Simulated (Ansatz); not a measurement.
Level of theory: Ansatz, DFT PBE, scalar-relativistic, plane waves, PAW. Settings: cutoff 420 eV, Γ-centred meshes spaced at most about 0.3 Å⁻¹, and about 0.25 Å⁻¹ or finer for metals (2π included), Gaussian smearing. No spin polarisation.

All energies are static (0 K, no zero-point motion).

Two forms of SiMo3 were relaxed alike.

A.

```yaml
crystal:
  lattice:
    - [4.90645, 0.00000, 0.00000]
    - [0.00000, 4.90645, 0.00000]
    - [0.00000, 0.00000, 4.90645]
  atoms:
    - { symbol: Si, position: [0.50000, 0.50000, 0.50000] }
    - { symbol: Si, position: [0.00000, 0.00000, 0.00000] }
    - { symbol: Mo, position: [0.00000, 0.50000, 0.25000] }
    - { symbol: Mo, position: [0.00000, 0.50000, 0.75000] }
    - { symbol: Mo, position: [0.50000, 0.75000, 0.00000] }
    - { symbol: Mo, position: [0.50000, 0.25000, 0.00000] }
    - { symbol: Mo, position: [0.75000, 0.00000, 0.50000] }
    - { symbol: Mo, position: [0.25000, 0.00000, 0.50000] }
```

B.

```yaml
crystal:
  lattice:
    - [3.25310, 0.00000, 0.00000]
    - [0.00000, 3.25310, 0.00000]
    - [0.00000, 0.00000, 5.68486]
  atoms:
    - { symbol: Si, position: [0.00000, 0.00000, 0.00000] }
    - { symbol: Mo, position: [0.50000, 0.50000, 0.23509] }
    - { symbol: Mo, position: [0.50000, 0.50000, 0.76490] }
    - { symbol: Mo, position: [0.00000, 0.00000, 0.50000] }
```

Question: Which is lower in energy, and by how much?

Answer: A is lower, by 255 meV/atom. A has the A15 type, space group Pm-3n (No. 223), 14.8 Å³/atom and no gap on its mesh; B has space group P4/mmm (No. 123), 15.0 Å³/atom and no gap. Counting Mo atoms around Si (those within 1.25 times the shortest such distance or 1.15 times the sum of covalent radii, 1.27 where that leaves under three), A has Si 12 and B has Si 10. Origin: A, reached from a cell as deposited in COD, among other starts; B, invented. Shaken at random and relaxed again, A came back. Checks on A: no imaginary mode at Γ (other wave vectors untested).

Cells without such a test can be saddle points.
